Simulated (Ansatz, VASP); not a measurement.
One calculation of InP2, two programs

Contents of INCAR:

```
SYSTEM = InP2
PREC = Accurate
ENCUT = 520
EDIFF = 1E-6
ISMEAR = 0
SIGMA = 0.1
LREAL = .FALSE.
LASPH = .TRUE.
NELM = 100
ALGO = Normal
ISIF = 2
LWAVE = .FALSE.
LCHARG = .TRUE.
GGA = PE
LELF = .TRUE.
LVHAR = .TRUE.
NBANDS = 18
```

KPOINTS

```
regular mesh
0
G
  6 6 6
  0 0 0
```

Contents of POSCAR:

```
InP2
1.0
    1.8721944200      1.0809119500      4.8013648800
   -1.8721944200      1.0809119500      4.8013648800
    0.0000000000     -2.1618239000      4.8013648800
In P
1 2
Direct
    0.0000000000      0.0000000000      0.0000000000
    0.4160641100      0.4160641100      0.4160641100
    0.5839358900      0.5839358900      0.5839358900
```

Input for Ansatz:

```yaml
crystal:
  lattice:
    - [1.87219442, 1.08091195, 4.80136488]
    - [-1.87219442, 1.08091195, 4.80136488]
    - [0.0, -2.1618239, 4.80136488]
  atoms:
    - { symbol: In, position: [0.0, 0.0, 0.0] }
    - { symbol: P, position: [0.41606411, 0.41606411, 0.41606411] }
    - { symbol: P, position: [0.58393589, 0.58393589, 0.58393589] }
basis:
  ecutwfc: 420
kpoints:
  mp_grid: { grid: [6, 6, 6] }
hamiltonian:
  xc: pbe
scf:
  occupations: { method: gaussian, width: 0.1 }
  lower_state_search: "off"
output:
  forces: true
  stress: true
  eigenvalues: true
```

Alike in both runs: task single point; functional PBE; k mesh 6 × 6 × 6; occupations gaussian, width 0.1 eV; no spin polarisation.

|  | VASP | Ansatz |
| --- | --- | --- |
| version | VASP 6.6.1 | Ansatz 0.2.0 |
| potentials or method | VASP PAW PBE potentials, release 64 (In_d, P) | scalar-relativistic, plane waves, PAW |
| plane-wave cutoff (eV) | 520 | 420 |
| valence electrons in the cell | 23 | 23 |

Ansatz gave:

| Quantity | Value |
| --- | --- |
| gap on the k mesh at the Fermi level (eV) | none |
| pressure (GPa) | 20.6 |
| largest component of the traceless stress (GPa) | 14.41 |
| rms of the force components (eV/Å) | 2.125 |

Q: What did VASP give for the same quantities?

A: gap on the k mesh at the Fermi level (eV): none; pressure (GPa): 20.5; largest component of the traceless stress (GPa): 14.47; rms of the force components (eV/Å): 2.127.

Atom by atom the forces differ by 0.002 eV/Å (rms over components). A gap of «none» marks a metal or a gap that the smearing closes.

Caveats: so large a pressure means that the cell lies far from this level's equilibrium, or that cutoff or potentials fall short (VASP); forces of over 1 eV/Å show positions far from the minimum, so gaps and moduli don't describe the material at rest.
